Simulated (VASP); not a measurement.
# CdO (Monteponite) (Fm-3m) in VASP: notebook

Runs on CdO (Monteponite). Level: PBEsol. Tasks: relaxation of cell and atoms.

Everything below comes from runs of VASP 6.6.1. Logs are shortened: lines on timing, memory, paths and dates and some standing lists are left out, and cuts for length are marked.

### Step 1. The crystal as given

The structure is cubic, space group Fm-3m (No. 225). Conventional cell: a = 4.699 Å, b = 4.699 Å, c = 4.699 Å, α = 90.00°, β = 90.00°, γ = 90.00°. Around Cd (site symmetry m-3m) lie 6 O at 2.35 Å. Around O (site symmetry m-3m) lie 6 Cd at 2.35 Å.

### Step 2. Relaxation of cell and atoms, PBEsol

The input, INCAR:

```
SYSTEM = CdO
ALGO = Normal
EDIFF = 1E-6
EDIFFG = -0.01
ENCUT = 600
GGA = PS
IBRION = 2
ISIF = 3
ISMEAR = 0
KPAR = 4
LASPH = .TRUE.
LCHARG = .FALSE.
LREAL = .FALSE.
LWAVE = .FALSE.
NELM = 80
NSW = 90
PREC = Accurate
SIGMA = 0.03
```

The input, KPOINTS:

```
k-points
0
G
  12 12 12
  0 0 0
```

The input, POSCAR:

```
CdO
1.0
    0.0000000000      2.3495000000      2.3495000000
    2.3495000000      0.0000000000      2.3495000000
    2.3495000000      2.3495000000      0.0000000000
Cd O
1 1
Direct
    0.0000000000      0.0000000000      0.0000000000
    0.5000000000      0.5000000000      0.5000000000
```

Potentials or basis: VASP PAW PBE potentials, release 64 (Cd, O).

Started as:

```console
$ cat potpaw_PBE.64/Cd/POTCAR potpaw_PBE.64/O/POTCAR > POTCAR
$ mpirun -np 4 vasp_std > vasp.out
```

OUTCAR:

```text
SYSTEM = CdO
   EDIFF = 1E-6
   EDIFFG = -0.01
   ENCUT = 600
   GGA = PS
   IBRION = 2
   ISIF = 3
   ISMEAR = 0
   LASPH = .TRUE.
   LREAL = .FALSE.
   NELM = 80
   NSW = 90
   PREC = Accurate

 ion  position               nearest neighbor table
   1  0.000  0.000  0.000-   2 2.35   2 2.35   2 2.35   2 2.35   2 2.35   2 2.35
   2  0.500  0.500  0.500-   1 2.35   1 2.35   1 2.35   1 2.35   1 2.35   1 2.35

  LATTYP: Found a face centered cubic cell.
 ALAT       =     4.6990000000

  Lattice vectors:

 A1 = (   0.0000000000,   2.3495000000,   2.3495000000)
 A2 = (   2.3495000000,   0.0000000000,   2.3495000000)
 A3 = (   2.3495000000,   2.3495000000,   0.0000000000)

Analysis of symmetry for initial positions (statically):
=====================================================================
 Subroutine PRICEL returns:
 Original cell was already a primitive cell.

 Routine SETGRP: Setting up the symmetry group for a
 face centered cubic supercell.

 Subroutine GETGRP returns: Found 48 space group operations
 (whereof 48 operations were pure point group operations)
 out of a pool of 48 trial point group operations.

The static configuration has the point symmetry O_h .

Analysis of symmetry for dynamics (positions and initial velocities):
=====================================================================
 Subroutine PRICEL returns:
 Original cell was already a primitive cell.

 Routine SETGRP: Setting up the symmetry group for a
 face centered cubic supercell.

 Subroutine GETGRP returns: Found 48 space group operations
 (whereof 48 operations were pure point group operations)
 out of a pool of 48 trial point group operations.

The dynamic configuration has the point symmetry O_h .

 Subroutine INISYM returns: Found 48 space group operations
 (whereof 48 operations are pure point group operations),
 and found     1 'primitive' translations

----------------------------------------------------------------------------------------

                                     Primitive cell

  volume of cell :      25.9392

  direct lattice vectors                    reciprocal lattice vectors
     0.000000000  2.349500000  2.349500000    -0.212811236  0.212811236  0.212811236
     2.349500000  0.000000000  2.349500000     0.212811236 -0.212811236  0.212811236
     2.349500000  2.349500000  0.000000000     0.212811236  0.212811236 -0.212811236

  length of vectors
     3.322694765  3.322694765  3.322694765     0.368599874  0.368599874  0.368599874

  position of ions in fractional coordinates (direct lattice)
     0.000000000  0.000000000  0.000000000
     0.500000000  0.500000000  0.500000000

  ion indices of the primitive-cell ions
   primitive index   ion index
                 1           1
                 2           2

----------------------------------------------------------------------------------------

 KPOINTS: k-points

Automatic generation of k-mesh.
 Grid dimensions read from file:
 generate k-points for:   12   12   12

 Generating k-lattice:

  Cartesian coordinates                     Fractional coordinates (reciprocal lattice)
    -0.017734270  0.017734270  0.017734270     0.083333333  0.000000000  0.000000000
     0.017734270 -0.017734270  0.017734270     0.000000000  0.083333333  0.000000000
     0.017734270  0.017734270 -0.017734270     0.000000000  0.000000000  0.083333333

  Length of vectors
     0.030716656  0.030716656  0.030716656

  Shift w.r.t. Gamma in fractional coordinates (k-lattice)
     0.000000000  0.000000000  0.000000000

 Subroutine IBZKPT returns following result:
 ===========================================

 Found     72 irreducible k-points:

 Following reciprocal coordinates:
            Coordinates               Weight
  0.000000  0.000000  0.000000      1.000000
  0.083333  0.000000  0.000000      8.000000
  0.166667  0.000000  0.000000      8.000000
  0.250000  0.000000  0.000000      8.000000
  0.333333  0.000000  0.000000      8.000000
  0.416667  0.000000  0.000000      8.000000
[... 16 lines left out ...]
  0.500000  0.166667  0.000000     24.000000
 -0.416667  0.166667  0.000000     24.000000
 [... further k-points ...]
   k-points           NKPTS =     72   k-points in BZ     NKDIM =     72   number of bands    NBANDS=     13
   number of dos      NEDOS =    301   number of ions     NIONS =      2
   total plane-waves  NPLWV =  21952
   dimension x,y,z NGX =    28 NGY =   28 NGZ =   28
   dimension x,y,z NGXF=    56 NGYF=   56 NGZF=   56
   ions per type =               1   1
   NGX,Y,Z   is equivalent  to a cutoff of  14.01, 14.01, 14.01 a.u.
   NGXF,Y,Z  is equivalent  to a cutoff of  28.02, 28.02, 28.02 a.u.
 SYSTEM =  CdO
   PREC   = accura    normal or accurate (medium, high low for compatibility)
   ISTART =      0    job   : 0-new  1-cont  2-samecut
   ICHARG =      2    charge: 1-file 2-atom 10-const
   ISPIN  =      1    spin polarized calculation?
   LNONCOLLINEAR =      F non collinear calculations
   LSORBIT =      F    spin-orbit coupling
   LASPH  =      T    aspherical Exc in radial PAW
   ENCUT  =  600.0 eV  44.10 Ry    6.64 a.u.   6.64  6.64  6.64*2*pi/ulx,y,z
   NELM   =     80;   NELMIN=  2; NELMDL= -5     # of ELM steps
   EDIFF  = 0.1E-05   stopping-criterion for ELM
   LREAL  =      F    real-space projection
   EDIFFG = -.1E-01   stopping-criterion for IOM
   NSW    =     90    number of steps for IOM
   IBRION =      2    ionic relax: 0-MD 1-quasi-New 2-CG
   NFREE  =      1    steps in history (QN), initial steepest desc. (CG)
   ISIF   =      3    stress and relaxation
   ISYM   =      2    0-nonsym 1-usesym 2-fastsym
   POTIM  = 0.5000    time-step for ionic-motion
   TEBEG  =    0.0;   TEEND  =   0.0 temperature during run
   PSTRESS=    0.0 pullay stress
   NELECT =      18.0000    total number of electrons
   NUPDOWN=      -1.0000    fix difference up-down
   EMIN   =  10.00;   EMAX   =-10.00  energy-range for DOS
   EFERMI =   0.00;   METHOD = LEGACY
   ISMEAR =     0;   SIGMA  =   0.03  broadening in eV -4-tet -1-fermi 0-gaus
   EFERMI_NEDOS =   21; number of points for ismear=-14 and -15
   IALGO  =     38    algorithm
   IMIX   =      4    mixing-type and parameters
     AMIX     =   0.40;   BMIX     =  1.00
     AMIX_MAG =   1.60;   BMIX_MAG =  1.00
  volume/ion in A,a.u.               =      12.97        87.52
  Fermi-wavevector in a.u.,A,eV,Ry     =   1.449373  2.738918 28.581522  2.100683
  Thomas-Fermi vector in A             =   2.567107
   LORBIT       =      0    0 simple, 1 ext, 2 COOP (PROOUT), +10 PAW based schemes
   GGA     = PS    functional components
   LHFCALC =     F    Hartree Fock is set to
   AEXX    =    0.0000 exact exchange contribution
   IVDW    =     0    specifies the selected vdW correction
   LEPSILON=     F    determine dielectric tensor
   LRPA    =     F    only Hartree local field effects (RPA)
 conjugate gradient relaxation of ions
 non-spin polarized calculation
 Gauss-broadening in eV      SIGMA  =   0.03
  energy-cutoff  :      600.00
  volume of cell :       25.94
 maximum number of plane-waves:       893
   NGX = 13   NGY = 13   NGZ = 13

--------------------------------------- Ionic step        1  -------------------------------------------

 number of electron      18.0000002 magnetization

 Free energy of the ion-electron system (eV)
  ---------------------------------------------------
  ext. energy  EPLUGINS =         0.00000000
  ---------------------------------------------------
  free energy    TOTEN  =        -8.50538664 eV

  energy without entropy =       -8.50534101  energy(sigma->0) =       -8.50536382

------------------------ aborting loop because EDIFF is reached ----------------------------------------

  FORCE on cell =-STRESS in cart. coord.  units (eV):
  Direction    XX          YY          ZZ          XY          YZ          ZX
  --------------------------------------------------------------------------------------
  -------------------------------------------------------------------------------------
  Total        0.0857882      0.0857882      0.0857882     -0.0000000     -0.0000000      0.0000000
  in kB        5.2988491      5.2988491      5.2988491     -0.0000000     -0.0000000      0.0000000
  external PRESSURE =       5.2988491 kB  Pullay stress =       0.0000000 kB

 VOLUME and BASIS-vectors are now :
 -----------------------------------------------------------------------------
  energy-cutoff  :      600.00
  volume of cell :       25.94
      direct lattice vectors                 reciprocal lattice vectors
     0.000000000  2.349500000  2.349500000    -0.212811236  0.212811236  0.212811236
     2.349500000  0.000000000  2.349500000     0.212811236 -0.212811236  0.212811236
     2.349500000  2.349500000  0.000000000     0.212811236  0.212811236 -0.212811236
[... 37 lines left out ...]
 POSITION                                       TOTAL-FORCE (eV/Angst)
 -----------------------------------------------------------------------------------
      2.35436      2.35436      4.70872        -0.000000     -0.000000     -0.000000
      2.35436      2.35436      2.35436         0.000000      0.000000      0.000000
 -----------------------------------------------------------------------------------
    total drift:                                0.000000      0.000000      0.000000

  FREE ENERGIE OF THE ION-ELECTRON SYSTEM (eV)
  ---------------------------------------------------
  free  energy   TOTEN  =        -8.5054754082 eV

  energy  without entropy=       -8.5054296277  energy(sigma->0) =       -8.50545252

--------------------------------------- Ionic step        3  -------------------------------------------

 number of electron      18.0000002 magnetization

 Free energy of the ion-electron system (eV)
  ---------------------------------------------------
  ext. energy  EPLUGINS =         0.00000000
  ---------------------------------------------------
  free energy    TOTEN  =        -8.50554877 eV

  energy without entropy =       -8.50550305  energy(sigma->0) =       -8.50552591

 E-fermi :   1.8752     XC(G=0): -11.9422

 val. band max:        1.8490335771   @ k =   0.5000   0.0000   0.0000
 cond. band min:       2.1416215022   @ k =   0.0833   0.0000   0.0000
 fundamental gap:      0.2925879252
 Fermi energy:         1.8751672935

 k-point     1 :       0.0000    0.0000    0.0000
  band No.  band energies     occupation
      1     -15.4488      2.00000
      2      -4.8051      2.00000
      3      -4.8051      2.00000
      4      -4.8051      2.00000
      5      -4.5027      2.00000
      6      -4.5027      2.00000
      7       0.5008      2.00000
      8       0.5008      2.00000
      9       0.5008      2.00000
     10       1.3096      2.00000
     11      16.6110      0.00000
     12      18.7064      0.00000
     13      18.7064      0.00000

 k-point     2 :       0.0833    0.0000    0.0000
  band No.  band energies     occupation
      1     -15.3996      2.00000
      2      -4.8337      2.00000
      3      -4.7908      2.00000
      4      -4.7908      2.00000
      5      -4.5540      2.00000
      6      -4.5540      2.00000
      7      -0.2327      2.00000
      8       0.5994      2.00000
      9       0.5994      2.00000
     10       2.1416      0.00000
     11      15.6869      0.00000
[... 339 lines left out ...]
 k-point    24 :      -0.4167    0.1667    0.0000
  band No.  band energies     occupation
      1     -14.6528      2.00000
      2      -5.5686      2.00000
      3      -5.2732      2.00000
      4      -5.1787      2.00000
      5      -4.2707      2.00000
      6      -4.2478      2.00000
      7      -1.8792      2.00000
      8       0.6436      2.00000
      9       1.5984      2.00000
     10       7.3846      0.00000
     11       8.7356      0.00000
     12      12.0176      0.00000
     13      14.0176      0.00000

 [... further k-points ...]
[... 5 lines left out ...]
  --------------------------------------------------------------------------------------
  -------------------------------------------------------------------------------------
  Total        0.0004121      0.0004121      0.0004121      0.0000000      0.0000000      0.0000000
  in kB        0.0253600      0.0253600      0.0253600      0.0000000      0.0000000      0.0000000
  external PRESSURE =       0.0253600 kB  Pullay stress =       0.0000000 kB

 VOLUME and BASIS-vectors are now :
 -----------------------------------------------------------------------------
  energy-cutoff  :      600.00
  volume of cell :       26.04
      direct lattice vectors                 reciprocal lattice vectors
    -0.000000000  2.352396116  2.352396116    -0.212549237  0.212549237  0.212549237
     2.352396116 -0.000000000  2.352396116     0.212549237 -0.212549237  0.212549237
     2.352396116  2.352396116  0.000000000     0.212549237  0.212549237 -0.212549237

 POSITION                                       TOTAL-FORCE (eV/Angst)
 -----------------------------------------------------------------------------------
      0.00000      0.00000      0.00000        -0.000000     -0.000000     -0.000000
      2.35240      2.35240      2.35240         0.000000      0.000000      0.000000
 -----------------------------------------------------------------------------------
    total drift:                                0.000000      0.000000      0.000000

  FREE ENERGIE OF THE ION-ELECTRON SYSTEM (eV)
  ---------------------------------------------------
  free  energy   TOTEN  =        -8.5055487727 eV

  energy  without entropy=       -8.5055030510  energy(sigma->0) =       -8.50552591

 reached required accuracy - stopping structural energy minimisation
```

It took 9.2 s on 4 MPI ranks of Intel Xeon 6975P-C (Granite Rapids), shared host; peak memory 0.17 GiB.

What came out:

```
Free energy                            : -8.5055 eV
Relaxed volume                         : 13.02 Å³/atom
Relaxed cell                           : a = 3.327 Å, b = 3.327 Å, c = 3.327 Å, α = 60.00°, β = 60.00°, γ = 60.00°
Space group after relaxing (to 0.05 Å) : Fm-3m (No. 225)
Energy gained by relaxing              : 0.1 meV/atom
Ionic steps                            : 3
Pressure after relaxing                : 0.0 GPa
Band gap on the k mesh                 : none (metal or under the smearing width)
```

The path:
```tsv
step	energy change (eV)	largest force (eV/Å)	pressure (GPa)	volume (Å³)
1	0.0000	0.0000	0.53	25.94
2	-0.0001	0.0000	-0.36	26.10
3	-0.0002	0.0000	0.00	26.04
```

Final structure:
```
CELL_PARAMETERS angstrom
0.00000 2.35240 2.35240
2.35240 0.00000 2.35240
2.35240 2.35240 0.00000
ATOMIC_POSITIONS crystal
Cd 0.00000 0.00000 0.00000
O 0.50000 0.50000 0.50000
```

Caveat: the PAW data sets were made with another functional, which shifts forces and pressure a little; this crystal is a semiconductor, whose small gap the functional closes, so the metal is an error of the method. Zero-point motion and thermal expansion aren't in these numbers.

### Step 3. Relaxation of cell and atoms, PBEsol

This run uses another cell than the first one, of 13.02 Å³/atom, 1.004 times its volume.

INCAR, as its differences from that of step 2:

```diff
@@ -2,4 +2,4 @@
 ALGO = Normal
-EDIFF = 1E-6
-EDIFFG = -0.01
+EDIFF = 1E-7
+EDIFFG = -0.005
 ENCUT = 600
```

KPOINTS is that of step 2.

The input, POSCAR:

```
CdO                                     
1.0
   -0.0000000000      2.3523961157      2.3523961157
    2.3523961157     -0.0000000000      2.3523961157
    2.3523961157      2.3523961157      0.0000000000
  Cd              O             
     1     1
Direct
     0.0000000000000000    0.0000000000000000    0.0000000000000000
     0.5000000000000000    0.5000000000000000    0.5000000000000000
```

Potentials or basis: VASP PAW PBE potentials, release 64 (Cd, O).

Started as:

```console
$ cat potpaw_PBE.64/Cd/POTCAR potpaw_PBE.64/O/POTCAR > POTCAR
$ mpirun -np 4 vasp_std > vasp.out
```

Run time: 5 s. Hardware: 4 MPI ranks of Intel Xeon 6975P-C (Granite Rapids), shared host; peak memory 0.17 GiB.

It converged, with:

```yaml
Free_energy: -8.5057 eV
Pressure_after_relaxing: 0.0 GPa
Band_gap_on_the_k_mesh: none (metal or under the smearing width)
```

Final structure:
```cif
data_structure
_symmetry_space_group_name_H-M 'P 1'
_symmetry_Int_Tables_number 1
_cell_length_a 3.3268
_cell_length_b 3.3268
_cell_length_c 3.3268
_cell_angle_alpha 60.000
_cell_angle_beta 60.000
_cell_angle_gamma 60.000
_cell_volume 26.04
loop_
_atom_site_label
_atom_site_type_symbol
_atom_site_fract_x
_atom_site_fract_y
_atom_site_fract_z
_atom_site_occupancy
Cd1 Cd 0.00000 0.00000 0.00000 1
O1 O 0.50000 0.50000 0.50000 1
```

Levels at points of the mesh, in eV from the Fermi level:
```tsv
k point	band 6	band 7	band 8	band 9	band 10	band 11	band 12	band 13
(0.00, 0.00, 0.00)	-6.38	-1.37	-1.37	-1.37	-0.57	14.74	16.83	16.83
(0.50, 0.00, 0.00)	-6.12	-3.85	-0.03	-0.03	4.26	7.19	11.76	11.76
(0.50, 0.50, 0.00)	-5.67	-4.42	-2.36	-2.36	3.73	8.40	11.02	13.17
```

Caveat: the relaxation stopped at its first step, so nothing moved; the PAW data sets were made with another functional, which shifts forces and pressure a little; this crystal is a semiconductor, whose small gap the functional closes, so the metal is an error of the method.
